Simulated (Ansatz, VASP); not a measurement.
Given: the input of a run of Ansatz 0.2.0 on ZnS (Wurtzite-2H).

The input input.yaml:

```yaml
crystal:
  lattice:
    - [3.7332026603, 0.0, 0.0]
    - [-1.8666013302, 3.2330483413, 0.0]
    - [0.0, 0.0, 6.1067398017]
  atoms:
    - { symbol: Zn, position: [0.6666666667, 0.3333333333, 0.5] }
    - { symbol: Zn, position: [0.3333333333, 0.6666666667, 0.0] }
    - { symbol: S, position: [0.6666666667, 0.3333333333, 0.885] }
    - { symbol: S, position: [0.3333333333, 0.6666666667, 0.385] }
hamiltonian:
  xc: pbe
  pseudopotentials: { kind: paw }
kpoints:
  mp_grid: { grid: [8, 8, 5] }
scf:
  occupations: { method: fermi_dirac, width: 0.05 }
output:
  forces: true
  stress: true
  eigenvalues: true
```

Potentials or basis: Ansatz PAW.

Launch:

```sh
$ ansatz run input.yaml --threads 2 --pin off --max-ram 5120MiB --backend cpu --events-out ev --progress --plain --runs-dir out
```

Task: Set up the same calculation for VASP 6.6.1. Potentials there: VASP PAW PBE potentials, release 64 (Zn, S).

Result: As run (the cutoff follows the program's own potentials):

The input INCAR:

```
SYSTEM = ZnS
  ALGO = Normal
  EDIFF = 1E-6
  ENCUT = 520
  GGA = PE
  ISIF = 2
  ISMEAR = -1
  LASPH = .TRUE.
  LCHARG = .FALSE.
  LREAL = .FALSE.
  LWAVE = .FALSE.
  NBANDS = 26
  NELM = 100
  PREC = Accurate
  SIGMA = 0.05
```

File KPOINTS:

```
k-points
0
G
  8 8 5
  0 0 0
```

POSCAR

```
ZnS
1.0
    3.7332026603      0.0000000000      0.0000000000
   -1.8666013302      3.2330483413      0.0000000000
    0.0000000000      0.0000000000      6.1067398017
Zn S
2 2
Direct
    0.6666666667      0.3333333333      0.5000000000
    0.3333333333      0.6666666667      0.0000000000
    0.6666666667      0.3333333333      0.8850000000
    0.3333333333      0.6666666667      0.3850000000
```

Potentials or basis: VASP PAW PBE potentials, release 64 (Zn, S).

The run is started by

```sh
$ cat potpaw_PBE.64/Zn/POTCAR potpaw_PBE.64/S/POTCAR > POTCAR
$ mpirun -np 1 vasp_std > vasp.out
```

Both were run:

|  | VASP | Ansatz | Ansatz less VASP |
| --- | --- | --- | --- |
| gap on the k mesh at the Fermi level (eV) | 2.55 | 2.54 | -0.009 |
| least direct gap on the mesh (eV) | 2.55 | 2.54 | -0.009 |
| pressure (GPa) | 8.1 | 7.9 | -0.20 |
| largest component of the traceless stress (GPa) | 2.06 | 2.03 | -0.026 |
| rms of the force components (eV/Å) | 0.233 | 0.231 | -0.0019 |

Atom by atom the forces differ by 0.002 eV/Å (rms over components).

Caveats: odd divisions of the mesh miss points on the zone boundary, where band edges often lie, so the gap on the mesh can be too wide (Ansatz).
